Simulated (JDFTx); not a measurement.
The system is Tc.

```xyz
2
Lattice="2.7400 0.0000 0.0000 -1.3700 2.3729 0.0000 0.0000 0.0000 4.3980" Properties=species:S:1:pos:R:3 pbc="T T T"
Tc    1.3700    0.7910    3.2985
Tc    0.0000    1.5819    1.0995
```

Base run:

```yaml
Program: JDFTx 1.7.0 (patched build)
Functional: PBE
Potentials_or_basis: PseudoDojo-SR-PBE-0.4.1-standard with smoothed tails
Cutoff: 1143 eV
Density_cutoff: 9143 eV
k_mesh: 9 × 9 × 5
Occupations: fermi-dirac, width 0.05 eV
Spin: no spin polarisation
```

Its results: band gap on the k mesh none (metal or under the smearing width); pressure 3.4 GPa.

**Question.** The run is repeated on the same cell with these changes: potentials or basis from PseudoDojo-SR-PBE-0.4.1-standard with smoothed tails to PseudoDojo-FR-PBE-0.4-standard with smoothed tails; spin from no spin polarisation to spin-orbit coupling, no magnetisation. What comes out?

**Answer.** Band gap on the k mesh none (metal or under the smearing width); pressure 3.9 GPa.
